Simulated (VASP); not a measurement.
# Al (Fm-3m) in VASP: further runs

One crystal, Al, is run at these levels: PBE; tasks: relaxation of cell and atoms.

All numbers are computed with VASP 6.6.1; they aren't measurements. Logs are shortened: lines on timing, memory, paths and dates and some standing lists are left out, and cuts for length are marked.

### Step 1. Starting point

It takes space group Fm-3m (No. 225, cubic). The conventional cell has a = 4.050 Å, b = 4.050 Å, c = 4.050 Å, α = 90.00°, β = 90.00°, γ = 90.00°. Around Al (site symmetry m-3m) lie 12 Al at 2.86 Å.

### Step 2. Relaxation of cell and atoms, PBE

File INCAR:

```
PREC     = Accurate       # precision mode
ENCUT    = 520            # plane-wave cutoff, eV
EDIFF    = 1E-7           # SCF threshold, eV
ISMEAR   = 0              # smearing method
SIGMA    = 0.1            # smearing width, eV
LREAL    = False          # projectors in reciprocal space
LASPH    = True           # aspherical terms in the spheres
NELM     = 60             # most SCF steps
ALGO     = Normal         # electronic algorithm
ISIF     = 3              # what is computed and relaxed
LWAVE    = False          # write WAVECAR
LCHARG   = False          # write CHGCAR
GGA      = PE             # functional
IBRION   = 2              # ionic algorithm
NSW      = 80             # ionic steps
EDIFFG   = -0.002         # ionic threshold
```

File KPOINTS:

```
regular mesh
0
Gamma
  10 10 10
```

File POSCAR:

```
Al
1.0
    0.0000000000      2.0248050000      2.0248050000
    2.0248050000      0.0000000000      2.0248050000
    2.0248050000      2.0248050000      0.0000000000
Al
1
Direct
    0.0000000000      0.0000000000      0.0000000000
```

Potentials or basis: VASP PAW PBE potentials, release 64 (Al).

Command:

```bash
cat potpaw_PBE.64/Al/POTCAR > POTCAR
mpirun -np 1 vasp_std > vasp.out
```

OUTCAR:

```text
PREC = Accurate
   ENCUT = 520
   EDIFF = 1E-7
   ISMEAR = 0
   LREAL = False
   LASPH = True
   NELM = 60
   ISIF = 3
   GGA = PE
   IBRION = 2
   NSW = 80
   EDIFFG = -0.002

 ion  position               nearest neighbor table
   1  0.000  0.000  0.000-

  LATTYP: Found a face centered cubic cell.
 ALAT       =     4.0496100000

  Lattice vectors:

 A1 = (   0.0000000000,   2.0248050000,   2.0248050000)
 A2 = (   2.0248050000,   0.0000000000,   2.0248050000)
 A3 = (   2.0248050000,   2.0248050000,   0.0000000000)

Analysis of symmetry for initial positions (statically):
=====================================================================
 Subroutine PRICEL returns:
 Original cell was already a primitive cell.

 Routine SETGRP: Setting up the symmetry group for a
 face centered cubic supercell.

 Subroutine GETGRP returns: Found 48 space group operations
 (whereof 48 operations were pure point group operations)
 out of a pool of 48 trial point group operations.

The static configuration has the point symmetry O_h .

Analysis of symmetry for dynamics (positions and initial velocities):
=====================================================================
 Subroutine PRICEL returns:
 Original cell was already a primitive cell.

 Routine SETGRP: Setting up the symmetry group for a
 face centered cubic supercell.

 Subroutine GETGRP returns: Found 48 space group operations
 (whereof 48 operations were pure point group operations)
 out of a pool of 48 trial point group operations.

The dynamic configuration has the point symmetry O_h .

 Subroutine INISYM returns: Found 48 space group operations
 (whereof 48 operations are pure point group operations),
 and found     1 'primitive' translations

----------------------------------------------------------------------------------------

                                     Primitive cell

  volume of cell :      16.6027

  direct lattice vectors                    reciprocal lattice vectors
     0.000000000  2.024805000  2.024805000    -0.246937359  0.246937359  0.246937359
     2.024805000  0.000000000  2.024805000     0.246937359 -0.246937359  0.246937359
     2.024805000  2.024805000  0.000000000     0.246937359  0.246937359 -0.246937359

  length of vectors
     2.863506692  2.863506692  2.863506692     0.427708053  0.427708053  0.427708053

  position of ions in fractional coordinates (direct lattice)
     0.000000000  0.000000000  0.000000000

  ion indices of the primitive-cell ions
   primitive index   ion index
                 1           1

----------------------------------------------------------------------------------------

 KPOINTS: regular mesh

Automatic generation of k-mesh.
 Grid dimensions read from file:
 generate k-points for:   10   10   10

 Generating k-lattice:

  Cartesian coordinates                     Fractional coordinates (reciprocal lattice)
    -0.024693736  0.024693736  0.024693736     0.100000000  0.000000000  0.000000000
     0.024693736 -0.024693736  0.024693736     0.000000000  0.100000000  0.000000000
     0.024693736  0.024693736 -0.024693736     0.000000000  0.000000000  0.100000000

  Length of vectors
     0.042770805  0.042770805  0.042770805

  Shift w.r.t. Gamma in fractional coordinates (k-lattice)
     0.000000000  0.000000000  0.000000000

 Subroutine IBZKPT returns following result:
 ===========================================

 Found     47 irreducible k-points:

 Following reciprocal coordinates:
[... 42 lines left out ...]
   ENCUT  =  520.0 eV  38.22 Ry    6.18 a.u.   5.32  5.32  5.32*2*pi/ulx,y,z
   NELM   =     60;   NELMIN=  2; NELMDL= -5     # of ELM steps
   EDIFF  = 0.1E-06   stopping-criterion for ELM
   LREAL  =      F    real-space projection
   EDIFFG = -.2E-02   stopping-criterion for IOM
   NSW    =     80    number of steps for IOM
   IBRION =      2    ionic relax: 0-MD 1-quasi-New 2-CG
   NFREE  =      1    steps in history (QN), initial steepest desc. (CG)
   ISIF   =      3    stress and relaxation
   ISYM   =      2    0-nonsym 1-usesym 2-fastsym
   POTIM  = 0.5000    time-step for ionic-motion
   TEBEG  =    0.0;   TEEND  =   0.0 temperature during run
   PSTRESS=    0.0 pullay stress
   NELECT =       3.0000    total number of electrons
   NUPDOWN=      -1.0000    fix difference up-down
   EMIN   =  10.00;   EMAX   =-10.00  energy-range for DOS
   EFERMI =   0.00;   METHOD = LEGACY
   ISMEAR =     0;   SIGMA  =   0.10  broadening in eV -4-tet -1-fermi 0-gaus
   EFERMI_NEDOS =   21; number of points for ismear=-14 and -15
   IALGO  =     38    algorithm
   IMIX   =      4    mixing-type and parameters
     AMIX     =   0.40;   BMIX     =  1.00
     AMIX_MAG =   1.60;   BMIX_MAG =  1.00
  volume/ion in A,a.u.               =      16.60       112.04
  Fermi-wavevector in a.u.,A,eV,Ry     =   0.925526  1.748991 11.654733  0.856599
  Thomas-Fermi vector in A             =   2.051390
   LORBIT       =      0    0 simple, 1 ext, 2 COOP (PROOUT), +10 PAW based schemes
   GGA     = PE    functional components
   LHFCALC =     F    Hartree Fock is set to
   AEXX    =    0.0000 exact exchange contribution
   IVDW    =     0    specifies the selected vdW correction
   LEPSILON=     F    determine dielectric tensor
   LRPA    =     F    only Hartree local field effects (RPA)
 conjugate gradient relaxation of ions
 non-spin polarized calculation
 Gauss-broadening in eV      SIGMA  =   0.10
  energy-cutoff  :      520.00
  volume of cell :       16.60
 maximum number of plane-waves:       459
 NGX is ok and might be reduce to    24
   NGX = 11   NGY = 11   NGZ = 11

--------------------------------------- Ionic step        1  -------------------------------------------

 number of electron       3.0000000 magnetization

 Free energy of the ion-electron system (eV)
  ---------------------------------------------------
  ext. energy  EPLUGINS =         0.00000000
  ---------------------------------------------------
  free energy    TOTEN  =        -3.72765696 eV

  energy without entropy =       -3.72232330  energy(sigma->0) =       -3.72499013

------------------------ aborting loop because EDIFF is reached ----------------------------------------

  FORCE on cell =-STRESS in cart. coord.  units (eV):
  Direction    XX          YY          ZZ          XY          YZ          ZX
  --------------------------------------------------------------------------------------
  -------------------------------------------------------------------------------------
  Total       -0.0620233     -0.0620233     -0.0620233     -0.0000000     -0.0000000     -0.0000000
  in kB       -5.9852968     -5.9852968     -5.9852968     -0.0000000     -0.0000000     -0.0000000
  external PRESSURE =      -5.9852968 kB  Pullay stress =       0.0000000 kB

 VOLUME and BASIS-vectors are now :
 -----------------------------------------------------------------------------
  energy-cutoff  :      520.00
  volume of cell :       16.60
      direct lattice vectors                 reciprocal lattice vectors
     0.000000000  2.024805000  2.024805000    -0.246937359  0.246937359  0.246937359
     2.024805000  0.000000000  2.024805000     0.246937359 -0.246937359  0.246937359
     2.024805000  2.024805000  0.000000000     0.246937359  0.246937359 -0.246937359

 POSITION                                       TOTAL-FORCE (eV/Angst)
 -----------------------------------------------------------------------------------
      0.00000      0.00000      0.00000        -0.000000     -0.000000      0.000000
 -----------------------------------------------------------------------------------
    total drift:                               -0.000000      0.000000      0.000000

  FREE ENERGIE OF THE ION-ELECTRON SYSTEM (eV)
  ---------------------------------------------------
  free  energy   TOTEN  =        -3.7276569573 eV

  energy  without entropy=       -3.7223233029  energy(sigma->0) =       -3.72499013

--------------------------------------- Ionic step        2  -------------------------------------------

 number of electron       3.0000000 magnetization

 Free energy of the ion-electron system (eV)
  ---------------------------------------------------
  ext. energy  EPLUGINS =         0.00000000
  ---------------------------------------------------
  free energy    TOTEN  =        -3.72793129 eV

  energy without entropy =       -3.72280389  energy(sigma->0) =       -3.72536759

 E-fermi :   8.1615     XC(G=0): -10.2075

 val. band max:        8.1474727249   @ k =  -0.4000   0.4000   0.1000
 cond. band min:       8.2312108860   @ k =  -0.3000   0.4000   0.1000
 fundamental gap:      0.0837381611
 Fermi energy:         8.1615498789

 k-point     1 :       0.0000    0.0000    0.0000
  band No.  band energies     occupation
      1      -3.1254      2.00000
      2      20.6626      0.00000
      3      20.6626      0.00000
      4      20.6626      0.00000
      5      22.1748      0.00000
[... 177 lines left out ...]
 k-point    24 :       0.4000    0.3000    0.0000
  band No.  band energies     occupation
      1       1.4284      2.00000
      2      11.4746      0.00000
      3      11.9215      0.00000
      4      14.4847      0.00000
      5      15.7861      0.00000

 [... further k-points ...]

------------------------ aborting loop because EDIFF is reached ----------------------------------------

  FORCE on cell =-STRESS in cart. coord.  units (eV):
  Direction    XX          YY          ZZ          XY          YZ          ZX
  --------------------------------------------------------------------------------------
  -------------------------------------------------------------------------------------
  Total        0.0017927      0.0017927      0.0017927      0.0000000      0.0000000     -0.0000000
  in kB        0.1745558      0.1745558      0.1745558      0.0000000      0.0000000     -0.0000000
  external PRESSURE =       0.1745558 kB  Pullay stress =       0.0000000 kB

 VOLUME and BASIS-vectors are now :
 -----------------------------------------------------------------------------
  energy-cutoff  :      520.00
  volume of cell :       16.45
      direct lattice vectors                 reciprocal lattice vectors
    -0.000000000  2.018746444  2.018746444    -0.247678455  0.247678455  0.247678455
     2.018746444 -0.000000000  2.018746444     0.247678455 -0.247678455  0.247678455
     2.018746444  2.018746444 -0.000000000     0.247678455  0.247678455 -0.247678455

 POSITION                                       TOTAL-FORCE (eV/Angst)
 -----------------------------------------------------------------------------------
      4.03749      2.01875      2.01875         0.000000      0.000000      0.000000
 -----------------------------------------------------------------------------------
    total drift:                               -0.000000     -0.000000     -0.000000

  FREE ENERGIE OF THE ION-ELECTRON SYSTEM (eV)
  ---------------------------------------------------
  free  energy   TOTEN  =        -3.7279312905 eV

  energy  without entropy=       -3.7228038896  energy(sigma->0) =       -3.72536759

 reached required accuracy - stopping structural energy minimisation
```

It took 3 s on 1 thread of Intel Xeon 6975P-C (Granite Rapids), shared host; peak memory 0.13 GiB.

What came out:

```
Free energy                            : -3.7279 eV
Relaxed volume                         : 16.45 Å³/atom
Relaxed cell                           : a = 2.855 Å, b = 2.855 Å, c = 2.855 Å, α = 60.00°, β = 60.00°, γ = 60.00°
Space group after relaxing (to 0.05 Å) : Fm-3m (No. 225)
Energy gained by relaxing              : 0.3 meV/atom
Ionic steps                            : 2
Pressure after relaxing                : 0.0 GPa
Band gap on the k mesh                 : none (metal or under the smearing width)
```

The path:
| step | energy change (eV) | largest force (eV/Å) | pressure (GPa) | volume (Å³) |
| --- | --- | --- | --- | --- |
| 1 | 0.0000 | 0.0000 | -0.60 | 16.60 |
| 2 | -0.0003 | 0.0000 | 0.02 | 16.45 |

Final structure:
```cif
data_structure
_symmetry_space_group_name_H-M 'P 1'
_symmetry_Int_Tables_number 1
_cell_length_a 2.8549
_cell_length_b 2.8549
_cell_length_c 2.8549
_cell_angle_alpha 60.000
_cell_angle_beta 60.000
_cell_angle_gamma 60.000
_cell_volume 16.45
loop_
_atom_site_label
_atom_site_type_symbol
_atom_site_fract_x
_atom_site_fract_y
_atom_site_fract_z
_atom_site_occupancy
Al1 Al 0.00000 0.00000 0.00000 1
```

Levels at points of the mesh, in eV from the Fermi level:
```
           k point  band 1  band 2  band 3  band 4  band 5
(0.00, 0.00, 0.00)  -11.29   12.50   12.50   12.50   14.01
(0.50, 0.00, 0.00)   -4.74   -4.52   11.30   11.30   11.34
(0.50, 0.50, 0.00)   -3.06   -1.73    5.12    5.47    5.47
```

### Step 3. Relaxation of cell and atoms, PBE

This run uses another cell than the first one, of 16.45 Å³/atom, 0.991 times its volume.

INCAR is that of step 2.

KPOINTS is that of step 2.

File POSCAR:

```
Al                                      
1.0
   -0.0000000000      2.0187464442      2.0187464442
    2.0187464442     -0.0000000000      2.0187464442
    2.0187464442      2.0187464442     -0.0000000000
  Al            
     1
Direct
     0.0000000000000000    1.0000000000000000    1.0000000000000000
```

Potentials or basis: VASP PAW PBE potentials, release 64 (Al).

Command:

```bash
cat potpaw_PBE.64/Al/POTCAR > POTCAR
mpirun -np 1 vasp_std > vasp.out
```

Wall time 2.3 s (1 thread of Intel Xeon 6975P-C (Granite Rapids), shared host); peak memory 0.13 GiB.

Results (log left out):

- Free energy: -3.7279 eV
- Pressure after relaxing: 0.0 GPa
- Band gap on the k mesh: none (metal or under the smearing width)

Final structure:
```xyz
1
Lattice="0.0000 2.0187 2.0187 2.0187 0.0000 2.0187 2.0187 2.0187 0.0000" Properties=species:S:1:pos:R:3 pbc="T T T"
Al    0.0000    0.0000    0.0000
```

Levels at points of the mesh, in eV from the Fermi level:
```csv
k point,band 1,band 2,band 3,band 4
"(0.00, 0.00, 0.00)",-11.29,12.50,12.50,12.50
"(0.50, 0.00, 0.00)",-4.74,-4.52,11.30,11.30
"(0.50, 0.50, 0.00)",-3.06,-1.73,5.12,5.47
```

Caveat: the relaxation stopped at its first step, so nothing moved.
